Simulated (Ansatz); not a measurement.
Runs of Ansatz 0.2.0 on Ge. It takes space group Cmcm (No. 63, orthorhombic). Conventional cell: a = 2.976 Å, b = 5.189 Å, c = 4.728 Å, α = 90.00°, β = 90.00°, γ = 90.00°. Around Ge (site symmetry m2m) lie 12 Ge at 2.92 to 2.99 Å. This isn't the form of Ge at room conditions, which is diamond.

| task | level | potentials or basis | spin | cell | k mesh | cutoff (eV) | smearing | basis error allowed | mesh quality | gap on the mesh (eV) | pressure (GPa) | V0 of scaled cells (Å³/atom) | B0 (GPa) |
| --- | --- | --- | --- | --- | --- | --- | --- | --- | --- | --- | --- | --- | --- |
| band structure | PBEsol | all-electron PAW datasets made for the crystal | off | as given | 10 × 10 × 6 | 140 | fermi-dirac 0.05 eV | - | not flagged | - | 0.5 | - | - |
| phonons | PBEsol | all-electron LAPW, scalar-relativistic | off | as given | 10 × 10 × 6 | 217 | fermi-dirac 0.05 eV | 0.001 eV/atom | not flagged | none | - | - | - |
| single point | LDA | all-electron LAPW, scalar-relativistic | off | the cell as VASP's run set it | 10 × 10 × 6 | 200 | gaussian 0.1 eV | 0.001 eV/atom | not flagged | none | -1.2 | - | - |
| single point | PBEsol | all-electron LAPW, scalar-relativistic | off | as given | 10 × 10 × 6 | 199 | gaussian 0.02 eV | 0.001 eV/atom | not flagged | none | 0.5 | - | - |
| band structure | PBEsol | all-electron LAPW, non-relativistic | off | as given | 10 × 10 × 6 | 199 | fermi-dirac 0.05 eV | 0.001 eV/atom | not flagged | - | (a) | - | - |
| band structure | PBEsol | all-electron LAPW, inner shells corrected to Dirac's equation | off | as given | 10 × 10 × 6 | 199 | fermi-dirac 0.05 eV | 0.001 eV/atom | not flagged | - | 0.5 | - | - |
| band structure | LDA | all-electron LAPW, scalar-relativistic | off | as given | 10 × 10 × 6 | 200 | fermi-dirac 0.05 eV | 0.001 eV/atom | not flagged | - | -1.2 | - | - |
| single point | BLYP | all-electron LAPW, scalar-relativistic | collinear, ferrimagnetic start | as given | 10 × 10 × 6 | 200 | fermi-dirac 0.05 eV | 0.001 eV/atom | not flagged | none | (b) | - | - |
| equation of state | PBEsol | all-electron LAPW, scalar-relativistic | off | as given | 10 × 10 × 6 | - | fermi-dirac 0.05 eV | 0.001 eV/atom | not flagged | - | - | 18.38 | 77 |
| equation of state | PBEsol | all-electron LAPW, scalar-relativistic | off | as given | 10 × 10 × 6 | - | fermi-dirac 0.05 eV | 0.0005 eV/atom | not flagged | - | - | 18.38 | 77 |
| single point | PBEsol | all-electron LAPW, scalar-relativistic | off | as given | 6 × 6 × 4 | 199 | fermi-dirac 0.03 eV | 0.001 eV/atom | coarse | none | -0.6 | - | - |
| equation of state | LDA | all-electron LAPW, scalar-relativistic | off | as given | 10 × 10 × 6 | - | fermi-dirac 0.05 eV | 0.001 eV/atom | not flagged | - | - | 17.98 | 80 |

Task: Estimate the missing entries.

Result: (a) 0.6; (b) 11.3.

Caveats: some runs use coarse meshes; the cell was scaled at fixed shape and fractional positions, which overstates the stiffness of a crystal with free parameters, most of all of layers and chains (some runs); a metal's response needs a denser mesh (some runs); some modes are imaginary (some runs); the program listed the state as in doubt (some runs); relativity is left out, which matters for the heavier elements (some runs); the k mesh is thin for a metal, which can move the energy by tens of meV per atom (some runs).

A k mesh can miss the band edges, and the runs leave out spin-orbit coupling on Ge.

A gap of «none» marks a metal or a gap under the smearing width.

Not every run made on this cell is shown here.
